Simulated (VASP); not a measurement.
Cu2O (Cuprite):

```
CELL_PARAMETERS angstrom
4.26000 0.00000 0.00000
0.00000 4.26000 0.00000
0.00000 0.00000 4.26000
ATOMIC_POSITIONS crystal
Cu 0.25000 0.25000 0.25000
Cu 0.25000 0.75000 0.75000
Cu 0.75000 0.75000 0.25000
Cu 0.75000 0.25000 0.75000
O 0.00000 0.00000 0.00000
O 0.50000 0.50000 0.50000
```

| Quantity | Value |
| --- | --- |
| Program | VASP 6.6.1 |
| Task | relaxation of cell and atoms |
| Functional | PBEsol |
| Potentials or basis | VASP PAW PBE potentials, release 64 (Cu, O) |
| Cutoff | 600 eV |
| k mesh | 6 × 6 × 6 |
| Occupations | gaussian, width 0.03 eV |
| Spin | no spin polarisation |

At the start: pressure -2.5 GPa; volume 12.88 Å³/atom.

Problem. Where does the relaxation end?

Solution. Over 3 steps the energy falls by 2.1 meV/atom and the volume is 12.62 Å³/atom (-2.0 %); space group Pn-3m (No. 224, to 0.05 Å).

The path:
| step | energy change (eV) | largest force (eV/Å) | pressure (GPa) | volume (Å³) |
| --- | --- | --- | --- | --- |
| 1 | 0.0000 | 0.0000 | -2.52 | 77.31 |
| 2 | -0.0099 | 0.0000 | 1.14 | 75.07 |
| 3 | -0.0125 | 0.0000 | 0.04 | 75.75 |

Final structure:
```xyz
6
Lattice="4.2311 0.0000 0.0000 0.0000 4.2311 0.0000 0.0000 0.0000 4.2311" Properties=species:S:1:pos:R:3 pbc="T T T"
Cu    1.0578    1.0578    1.0578
Cu    1.0578    3.1733    3.1733
Cu    3.1733    3.1733    1.0578
Cu    3.1733    1.0578    3.1733
O     0.0000    0.0000    0.0000
O     2.1156    2.1156    2.1156
```

Caveat: the PAW data sets were made with another functional, which shifts forces and pressure a little.
